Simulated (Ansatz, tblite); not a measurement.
MgSe: GFN2-xTB, run from Python

These are simulated results from tblite 0.8.0, not measurements. The cell was built from a prototype and was relaxed with r2SCAN in plane waves (Ansatz 0.2.0). Not every such cell is a known phase. All runs are without spin polarisation.

It is cubic, Fm-3m (No. 225); a = 5.473 Å in the conventional setting, 20.49 Å³ an atom. Mg is surrounded by 6 Se at 2.74 Å; Se is surrounded by 6 Mg at 2.74 Å.

tblite solves periodic systems at the zone centre alone, so the script builds a cluster of 2×2×2 conventional cells (64 atoms), which folds in a coarse mesh of k points.

Input script:

```python
import json
from ase import Atoms
from ase.build import make_supercell
from ase.units import Bohr, GPa, Hartree
from tblite.interface import Calculator

atoms = Atoms(['Mg', 'Se'],
              cell=[[0.0, 2.73626938, 2.73626938], [2.73626938, 0.0, 2.73626938], [2.73626938, 2.73626938, 0.0]],
              scaled_positions=[[0.0, 0.0, 0.0], [0.5, 0.5, 0.5]],
              pbc=True)
cluster = make_supercell(atoms, [[-2, 2, 2], [2, -2, 2], [2, 2, -2]])
calc = Calculator('GFN2-xTB', cluster.numbers, cluster.positions / Bohr, lattice=cluster.cell[:] / Bohr, periodic=cluster.pbc)
calc.set('temperature', 0.02 / Hartree)
calc.set('max-iter', 150)
res = calc.singlepoint()
levels = res.get('orbital-energies') * Hartree
nv = round(res.get('orbital-occupations').sum() / 2)
cells = len(cluster) // len(atoms)
out = {'energy_per_cell': res.get('energy') * Hartree / cells, 'homo': levels[nv - 1], 'lumo': levels[nv],
       'stress': (-res.get('virial') * Hartree / cluster.get_volume() / GPa).tolist(), 'charges': res.get('charges')[:len(atoms)].tolist(), 'electrons': 2 * nv / cells}
json.dump(out, open('results.json', 'w'))
for key, value in out.items():
    print(key, value)
```

Command: `python run.py`. It took 6.7 s on 1 thread of Arm Neoverse V2 (shared host), peak memory 0.14 GiB.

The log:

```
------------------------------------------------------------
  cycle        total energy    energy error   density error
------------------------------------------------------------
      1     -110.4931200180  -1.1071894E+02   4.8497790E-01
      2     -119.3198886223  -8.8267686E+00   1.9886221E-01
      3     -120.0273164794  -7.0742786E-01   1.0541611E-01
      4     -121.8333734889  -1.8060570E+00   8.9613139E-02
      5     -116.9739273507   4.8594461E+00   2.5423707E-01
      6     -120.7481638971  -3.7742365E+00   1.4759931E-01
      7     -120.4430579664   3.0510593E-01   1.5244038E-01
      8     -121.9862418835  -1.5431839E+00   8.5128829E-02
      9     -122.1016740797  -1.1543220E-01   8.1844205E-02
     10     -122.6147252805  -5.1305120E-01   3.3556529E-02
     11     -122.5583545692   5.6370711E-02   3.8293828E-02
     12     -122.6518932918  -9.3538723E-02   1.6510757E-02
     13     -122.6660009228  -1.4107631E-02   8.0851840E-03
     14     -122.6683269629  -2.3260401E-03   4.4193346E-03
     15     -122.6692717558  -9.4479291E-04   2.8321901E-04
     16     -122.6692668606   4.8952502E-06   2.7534147E-04
     17     -122.6692646539   2.2066214E-06   3.0393130E-04
     18     -122.6692571319   7.5219902E-06   4.0105211E-04
     19     -122.6692740996  -1.6967652E-05   3.6549564E-05
     20     -122.6692740664   3.3153967E-08   3.1185727E-05
     21     -122.6692741255  -5.9026206E-08   1.5993048E-05
------------------------------------------------------------

 total:                                   6.176 sec
energy_per_cell -104.31253036115785
homo -11.720659994853015
lumo -11.577012676460328
stress [[5.40700176313435, -4.718881938730665e-13, -1.359456577122961e-13], [-4.719003859483657e-13, 5.407001763133057, -1.2178885518701206e-12], [-1.3581840949771011e-13, -1.2178301029437614e-12, 5.407001763132564]]
charges [0.6337542414251698, -0.6337614472875988]
electrons 8.0
```

The cycle table is in hartree for the whole cluster, and the lines after it are in eV (the energy for one cell). The printed stress is in GPa and positive in compression, and the pressure is its mean diagonal.

GFN2-xTB gives a gap of 0.14 eV. On the same cell, plane-wave PBE (Ansatz, 8×8×8 k points and the special points) gives a gap of 1.80 eV and r2SCAN a gap of 2.48 eV; on shared hosts these took about 1.3 and 3.1 core-seconds on the 2-atom cell, against 6.7 for the script. Semilocal gaps usually lie below measured ones. xTB was fitted to molecules, so gaps, charges and pressures of solids can be far off, and the gap also depends on the size of the cluster.

The same script was run on cells scaled at fixed shape and fractional coordinates:

```csv
volume (Å³/atom),energy (meV/atom),"pressure (GPa, positive in compression)",gap (eV)
18.03,138.3,13.30,0.20
19.26,54.3,8.82,0.17
20.49,0.0,5.41,0.14
21.72,-30.8,2.74,0.13
22.95,-43.8,0.63,0.13
```

The minimum lies beyond the largest of these volumes.

xTB was fitted mostly to molecules, and a small cluster samples few k points, so gaps, pressures and kinks along a curve can be far from a solid's.

The runs are scalar-relativistic, without spin-orbit coupling.
